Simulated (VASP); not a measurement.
The system is MnS.

```
Mn S
1.0
     3.95358    0.00000    0.00000
    -1.97679    3.42390    0.00000
     0.00000    0.00000    6.34253
Mn S
2 2
Direct
  0.66667 0.33333 0.49884
  0.33333 0.66667 0.99884
  0.33333 0.66667 0.62615
  0.66667 0.33333 0.12615
```

The cell is a database's computed one.

| Quantity | Value |
| --- | --- |
| Program | VASP 6.6.1 |
| Task | single point |
| Functional | PBEsol |
| Potentials or basis | VASP PAW PBE potentials, release 64 (Mn_pv, S) |
| Cutoff | 520 eV |
| k mesh | 8 × 8 × 4 |
| Occupations | fermi-dirac, width 0.05 eV |
| Spin | collinear spin, ferromagnetic start |
| Starting moments | [4.0, 4.0, 0.0, 0.0] μB |

On this cell: pressure -0.4 GPa; largest force 0.274 eV/Å; net moment 9.82 μB per cell; site moments Mn +4.30; S +0.09 μB; band gap on the k mesh none (metal or under the smearing width).

The same run follows on a disturbed copy (atoms moved at random, drawn with an rms of 0.05 Å):

```
Mn S
1.0
     3.95358    0.00000    0.00000
    -1.97679    3.42390    0.00000
     0.00000    0.00000    6.34253
Mn S
2 2
Direct
  0.67138 0.33533 0.50094
  0.32991 0.66619 0.99839
  0.34604 0.68122 0.62382
  0.67044 0.32403 0.13244
```

What changes?

The energy (extrapolated to zero smearing) moves by +6.0 meV/atom; pressure -0.3 GPa; largest force 0.611 eV/Å; net moment 9.82 μB per cell; site moments Mn +4.28, +4.31; S +0.09 μB; band gap on the k mesh none (metal or under the smearing width).

Forces in eV/Å, atoms in the order of the input:
```
Mn   0.034  0.237  0.328
Mn   0.192 -0.122  0.295
S   -0.033 -0.268 -0.064
S   -0.193  0.153 -0.559
```

Stress tensor (GPa, compression positive):
```
-2.01  0.31 -0.33
 0.31 -0.46 -0.13
-0.33 -0.13  1.52
```

Caveats: the PAW data sets were made with another functional, which shifts forces and pressure a little; semilocal functionals often make such compounds metallic where correlation or magnetic order opens a gap, which also shifts bond lengths; only a ferromagnetic start was run, and an antiferromagnetic order may lie lower in energy.
